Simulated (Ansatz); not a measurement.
Ge built on the diamond prototype, relaxed with r2SCAN in the plane-wave code Ansatz: the symmetry is Fd-3m (No. 227, cubic); a = 5.674 Å in the conventional setting, 22.83 Å³ an atom. Ge is surrounded by 4 Ge at 2.46 Å. It was then strained (isotropic on every length). Unstrained, HSE06 gives 0.776 eV (Γ → L, 6×6×6 mesh), and the band edges keep their places in every row. Stress is positive in compression. No spin polarisation and no zero-point or thermal motion.

| strain (%) | ln(V/V₀) | ΔE_g, HSE06 (eV) | Δpressure, r2SCAN (GPa) |
| --- | --- | --- | --- |
| -2.0 | -0.0606 | +0.227 | +5.01 |
| -1.71 | -0.0517 | +0.193 | +4.19 |
| -1.0 | -0.0302 | +0.112 | +2.32 |

Problem. Fit ΔE_g = a x + b x² to these rows by least squares, with x = ln(V/V₀).

Solution. The normal equations take Σx² = 7.257e-03, Σx³ = -3.883e-04, Σx⁴ = 2.146e-05, ΣxΔE = -2.712e-02 and Σx²ΔE = 1.452e-03, and give a = -3.67 eV, b = +1.2 eV; the largest residual is 0.000 eV. a is the volume deformation potential of this gap.

Problem. Fit the change of pressure in the same way.

Solution. Δpressure = -71.1 x + (192) x² GPa. So B₀ = 71.1 GPa and B′ ≈ 2 × 192/71.1 = 5.4; two terms over so wide a range bias B₀ by a few per cent and B′ by more; the gap's pressure coefficient at zero is −a/B₀ = +52 meV/GPa, with HSE06's a and r2SCAN's B₀.

Problem. Predict the withheld row at -1.5 % (x = -0.0453).

Solution. ΔE_g ≈ -3.67 × (-0.0453) + (1.2) × (-0.0453)² = +0.169 eV, and Δpressure ≈ +3.61 GPa. The runs give +0.169 eV and +3.62 GPa, off by 0.000 eV and +0.01 GPa.

Spin-orbit coupling is left out.

The meshes of the hybrids are coarse, so their gaps aren't converged to the digits shown.
